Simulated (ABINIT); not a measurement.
CuO (Tenorite):

```
Cu O
1.0
     2.34185   -1.71130    0.00000
     2.34185    1.71130    0.00000
    -0.85003    0.00000    5.05787
Cu O
2 2
Cartesian
  0.7459 -0.8557 2.5289
  1.1709 0.8557 0.0000
  1.7043 0.2793 3.7934
  2.1293 -0.2793 1.2645
```

Program: ABINIT 10.8.3 (patched build). Alike in all runs: task single point; no spin polarisation; cell as given; cutoff (eV) 626; smearing fermi-dirac 0.05 eV. Hardware: 1 thread of Arm Neoverse V1, on a shared host.

Q: Order these runs on this cell by their wall time, lowest first.
A. level PBE; potentials or basis JTH PAW PBE v2.0; k mesh 4 × 4 × 2; mesh quality coarse
B. level LDA; potentials or basis JTH PAW LDA v2.0; k mesh 8 × 8 × 4; mesh quality not flagged
C. level PBE; potentials or basis JTH PAW PBE v2.0; k mesh 6 × 6 × 3; mesh quality coarse

A: A (31 s), C (68 s), B (160 s).

Caveats: some runs use coarse meshes; the run has no spin polarisation, though such a crystal can be magnetic.
